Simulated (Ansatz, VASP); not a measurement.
## Al2O3 in VASP and in Ansatz

File INCAR:

```
PREC = Accurate ; ENCUT = 600
EDIFF = 1E-6 ; ISMEAR = 0
SIGMA = 0.01 ; LREAL = F
LASPH = T ; NELM = 60
ALGO = Normal ; ISIF = 3
LWAVE = F ; LCHARG = F
GGA = PE ; IBRION = 2
NSW = 100 ; EDIFFG = -0.003
```

Contents of KPOINTS:

```
Automatic mesh
0
Gamma
  5 5 5
```

File POSCAR:

```
Al2O3
1.0
    2.3802500000      1.3742379782      4.3318666667
   -2.3802500000      1.3742379782      4.3318666667
    0.0000000000     -2.7484759565      4.3318666667
Al O
4 6
Direct
    0.3521600000      0.3521600000      0.3521600000
    0.1478400000      0.1478400000      0.1478400000
    0.6478400000      0.6478400000      0.6478400000
    0.8521600000      0.8521600000      0.8521600000
    0.5566800000      0.9433200000      0.2500000000
    0.2500000000      0.5566800000      0.9433200000
    0.9433200000      0.2500000000      0.5566800000
    0.4433200000      0.0566800000      0.7500000000
    0.7500000000      0.4433200000      0.0566800000
    0.0566800000      0.7500000000      0.4433200000
```

Input for Ansatz:

```yaml
crystal:
  lattice:
    - [2.38025, 1.3742379782, 4.3318666667]
    - [-2.38025, 1.3742379782, 4.3318666667]
    - [0.0, -2.7484759565, 4.3318666667]
  atoms:
    - { symbol: Al, position: [0.35216, 0.35216, 0.35216] }
    - { symbol: Al, position: [0.14784, 0.14784, 0.14784] }
    - { symbol: Al, position: [0.64784, 0.64784, 0.64784] }
    - { symbol: Al, position: [0.85216, 0.85216, 0.85216] }
    - { symbol: O, position: [0.55668, 0.94332, 0.25] }
    - { symbol: O, position: [0.25, 0.55668, 0.94332] }
    - { symbol: O, position: [0.94332, 0.25, 0.55668] }
    - { symbol: O, position: [0.44332, 0.05668, 0.75] }
    - { symbol: O, position: [0.75, 0.44332, 0.05668] }
    - { symbol: O, position: [0.05668, 0.75, 0.44332] }
scf:
  occupations: { method: fixed }
output:
  forces: true
  stress: true
  eigenvalues: true
  write_density: true
  write_potential: true
  elf: true
  volumetric_format: npy
hamiltonian:
  xc: pbe
basis:
  ecutwfc: 700
kpoints:
  mp_grid: { grid: [5, 5, 5] }
relax:
  f_tol: 0.003
  max_steps: 80
  cell: { stress_tol: 0.05 }
```

Alike in both runs: task relaxation of cell and atoms; functional PBE; k mesh 5 × 5 × 5; no spin polarisation.

```csv
,VASP,Ansatz
version,VASP 6.6.1,Ansatz 0.2.0
potentials or method,"VASP PAW PBE potentials, release 64 (Al, O)","scalar-relativistic, plane waves, PAW"
plane-wave cutoff (eV),600,700
occupations,"gaussian, width 0.01 eV",fixed
valence electrons in the cell,48,48
```

|  | VASP | Ansatz | Ansatz less VASP |
| --- | --- | --- | --- |
| gap on the k mesh at the Fermi level, each at its own relaxed structure (eV) | 5.87 | 5.85 | -0.020 |
| relaxed volume (Å³/atom) | 8.74 | 8.76 | +0.016 |
| relaxed cell length with the largest relative difference (Å) | 5.178 | 5.181 | +0.0031 |
| energy change over the relaxation (meV/atom) | -5 | -6 | -0.7 |

PBE usually gives volumes a little too large and moduli too small. Zero-point motion and thermal expansion aren't in these numbers.
